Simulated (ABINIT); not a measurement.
Runs of ABINIT 10.8.3 (patched build) on Hf. Symmetry: Im-3m, No. 229, cubic system. Conventional cell: a = 3.610 Å, b = 3.610 Å, c = 3.610 Å, α = 90.00°, β = 90.00°, γ = 90.00°. Hf (site symmetry m-3m) has 8 Hf at 3.13 Å as nearest neighbours. This isn't the form of Hf at room conditions, which is hcp.

```tsv
potentials or basis	cutoff (eV)	fine-grid cutoff	gap on the mesh (eV)	pressure (GPa)
JTH PAW PBE v2.0	626	1224.51 eV	none	-5.5
Ansatz PAW PBE default generated set, frozen core	490	979.61 eV	none	-5.5
Ansatz NC r2SCAN	1469	-	none	-5.5
SG15 NC PBE v1.2	980	-	none	-11.5
PseudoDojo NC SR PBE v0.4.1 standard	952	-	none	(a)
```

Alike in all rows: task single point; level r2SCAN; no spin polarisation; cell as given; k mesh 10 × 10 × 10; smearing fermi-dirac 0.05 eV.

Fill in the values left out.

(a) -6.9.

Caveats: the PAW data sets were made with another functional, which shifts forces and pressure a little (some runs); the potentials were made for another functional, which shifts forces and pressure (some runs); a meta-GGA on potentials with a model core is unreliable (some runs).

A k mesh can miss the band edges, and the runs leave out spin-orbit coupling on Hf.

A gap of «none» marks a metal or a gap under the smearing width.

The runs don't all hold the same shells in valence.

Runs at the PBE level aren't shown here.
